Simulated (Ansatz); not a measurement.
## Structure relaxation of Nb

Theory: DFT PBEsol, scalar-relativistic, plane waves, PAW in Ansatz 0.2.0. Cutoff 420 eV, Γ-centred k mesh, Gaussian smearing, no spin polarisation in the final step.

This is the end of a relaxation of cell and atoms.

```yaml
crystal:
  lattice:
    - [5.32646, 0.00000, 0.00000]
    - [-1.44757, 6.67895, 0.00000]
    - [-2.26257, -2.64800, 6.08294]
  atoms:
    - { symbol: Nb, position: [0.02773, 0.07865, 0.30563] }
    - { symbol: Nb, position: [0.46791, 0.14890, 0.14707] }
    - { symbol: Nb, position: [0.01319, 0.66477, 0.93671] }
    - { symbol: Nb, position: [0.98681, 0.33523, 0.06329] }
    - { symbol: Nb, position: [0.97227, 0.92135, 0.69437] }
    - { symbol: Nb, position: [0.53209, 0.85110, 0.85293] }
    - { symbol: Nb, position: [0.62553, 0.66581, 0.19744] }
    - { symbol: Nb, position: [0.00000, 0.50000, 0.50000] }
    - { symbol: Nb, position: [0.50000, 0.50000, 0.50000] }
    - { symbol: Nb, position: [0.37447, 0.33419, 0.80256] }
    - { symbol: Nb, position: [0.71997, 0.18373, 0.58965] }
    - { symbol: Nb, position: [0.28003, 0.81627, 0.41035] }
```

Energies count from the standard state of Nb at the same level.

(1) What space group does it have?

(2) How far above the standard state of Nb does it lie?

(3) Is it a metal?

Answers

(1) P-1 (No. 2). Conventional cell: a = 5.326 Å, b = 6.834 Å, c = 7.010 Å, α = 107.5°, β = 108.8°, γ = 102.2°. Nb on Wyckoff site i (2 atoms of the primitive cell) is coordinated by 1 Nb at 2.60 Å and 12 Nb at 2.78–3.37 Å; around Nb on Wyckoff site i (2 atoms of the primitive cell) lie 1 Nb at 2.60 Å and 3 Nb at 2.81–2.91 Å (next Nb at 2.99 Å); Nb on Wyckoff site i (2 atoms of the primitive cell) is coordinated by 14 Nb at 2.65–3.38 Å; Nb on Wyckoff site i (2 atoms of the primitive cell) has 1 Nb at 2.67 Å and 6 Nb at 2.87–3.07 Å (next Nb at 3.10 Å).

(2) 0.19 eV/atom.

(3) Yes, bands cross the Fermi level on the 8×6×6 mesh.

The final run used a 8×6×6 mesh on its 12-atom cell and 0.10 eV smearing. For metals, differences of a few meV/atom aren't resolved.

This form isn't the element's structure at ambient conditions.